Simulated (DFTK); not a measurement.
Sn:

```
Sn
1.0
     0.00000    3.23334    3.23334
     3.23334    0.00000    3.23334
     3.23334    3.23334    0.00000
Sn
2
Direct
  0.75000 0.75000 0.75000
  0.50000 0.50000 0.50000
```

This isn't the form of Sn at room conditions, which is tetragonal (white tin).

Base run:

```yaml
Program: DFTK 0.8.2
Functional: LDA
Potentials_or_basis: cp2k.nc.sr.lda.v0_1.largecore.gth (LDA, GTH)
Cutoff: 735 eV
k_mesh: 7 × 7 × 7
Occupations: fermi-dirac, width 0.05 eV
Spin: no spin polarisation
```

Its results: band gap on the k mesh none (metal or under the smearing width); pressure -1.2 GPa.

Problem. After a change of settings the same cell gave: band gap on the k mesh none (metal or under the smearing width); pressure 1.7 GPa. Which change was it?
A. functional from LDA to PBE; potentials or basis from cp2k.nc.sr.lda.v0_1.largecore.gth (LDA, GTH) to dojo.nc.sr.pbe.v0_4_1.standard.upf (PBE); cutoff from 735 eV to 980 eV; valence electrons from 8 to 28
B. cutoff from 735 eV to 544 eV
C. functional from LDA to PBEsol; potentials or basis from cp2k.nc.sr.lda.v0_1.largecore.gth (LDA, GTH) to dojo.nc.sr.pbesol.v0_4_1.standard.upf (PBEsol); cutoff from 735 eV to 980 eV; valence electrons from 8 to 28

Solution. C.

Caveats: GTH potentials come without recommended cutoffs, and this one wasn't checked for convergence (some runs).

Not every run made on this cell is shown here.
